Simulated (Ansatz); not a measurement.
MoSe2 under changes of volume

One of the cells (20.129 Å³/atom); the others are scaled copies at fixed shape and fractional positions:

```
CELL_PARAMETERS angstrom
3.28800 0.00000 0.00000
-1.64400 2.84749 0.00000
0.00000 0.00000 12.90000
ATOMIC_POSITIONS crystal
Mo 0.66667 0.33333 0.75000
Mo 0.33333 0.66667 0.25000
Se 0.66667 0.33333 0.37500
Se 0.33333 0.66667 0.87500
Se 0.66667 0.33333 0.12500
Se 0.33333 0.66667 0.62500
```

| Property | Result |
| --- | --- |
| Program | Ansatz 0.2.0 |
| Functional | RPBE |
| Dispersion | D3(BJ) |
| Potentials or basis | Ansatz PAW |
| Cutoff | 420 eV (not typed: the program's choice for these potentials) |
| k mesh | 9 × 9 × 2 |
| Occupations | fermi-dirac, width 0.05 eV |
| Spin | no spin polarisation |

| volume (Å³/atom) | energy over the lowest point (meV/atom) | pressure (GPa) | largest force (eV/Å) |
| --- | --- | --- | --- |
| 18.922 | 0.00 | -2.4 | 1.739 |
| 19.324 | 9.99 | -5.5 | 1.297 |
| 19.727 | 27.29 | -8.2 | 0.887 |
| 20.129 | 51.08 | -10.7 | 0.506 |
| 20.532 | 80.66 | -12.8 | 0.153 |
| 20.935 | 115.36 | -14.8 | 0.175 |
| 21.337 | ? | ? | ? |

What does the run at 21.337 Å³/atom give?

Energy over the lowest point 154.61 meV/atom; pressure -16.5 GPa; largest force 0.480 eV/Å.

Worked out: A Birch-Murnaghan fit of order 3 (a polynomial in V^(-2/3)) to the other rows has its minimum at 18.64 Å³/atom, just outside them, with B0 = V·E''(V) = 165 GPa and B' = 4.6 at fixed shape and positions, which overstates the stiffness. It gives 154.49 meV/atom at 21.337 Å³/atom, against the run's 154.61, and -dE/dV = -16.4 GPa, against -16.5.

Energies are extrapolated to zero smearing.

Caveats: the cell's inner coordinates are idealised or old, which leaves forces on the atoms; the PAW data sets come from PBE, with cores solved anew for the run's functional, which leaves a small shift of forces and pressure.
